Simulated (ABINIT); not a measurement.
# FeO (Wuestite): equation of state with PBEsol

The system is FeO (Wuestite).

```
CELL_PARAMETERS angstrom
1.51882 0.87689 2.51958
-1.51882 0.87689 2.51958
0.00000 -1.75378 2.51958
ATOMIC_POSITIONS crystal
Fe 0.00000 0.00000 0.00000
O 0.50000 0.50000 0.50000
```

```
Program             : ABINIT 10.8.3 (patched build)
Task                : equation of state
Functional          : PBEsol
Potentials or basis : JTH PAW PBE v2.0
Cutoff              : 707 eV
k mesh              : 11 × 11 × 11
Occupations         : fermi-dirac, width 0.05 eV
Spin                : collinear spin, ferromagnetic start
Starting moments    : [3.0, 0.0] μB
```

```yaml
Equilibrium_volume: 9.57 Å³/atom
Bulk_modulus_at_fixed_shape_and_positions: 208 GPa
Pressure_derivative_of_the_bulk_modulus: 4.4
```

Energy against volume, from the lowest point:
```
volume (Å³/atom)  energy (meV/atom)
           9.463               0.28
           9.664               0.00
           9.866               4.98
          10.067              14.59
          10.268              28.40
          10.470              45.93
          10.671              66.78
```

It took 9.7 min on 4 MPI ranks on Arm Neoverse V1, with other jobs on the host, peak memory 0.76 GiB a rank.

The cell as given is a measured one (10.07 Å³/atom); PBEsol puts the equilibrium volume -4.9 % from it, thermal expansion not counted.

Caveat: pressures at fixed basis lie under the slope of the energies; the cell was scaled at fixed shape and fractional positions, which overstates the stiffness of a crystal with free parameters, most of all of layers and chains; the PAW data sets were made with another functional, which shifts forces and pressure a little.
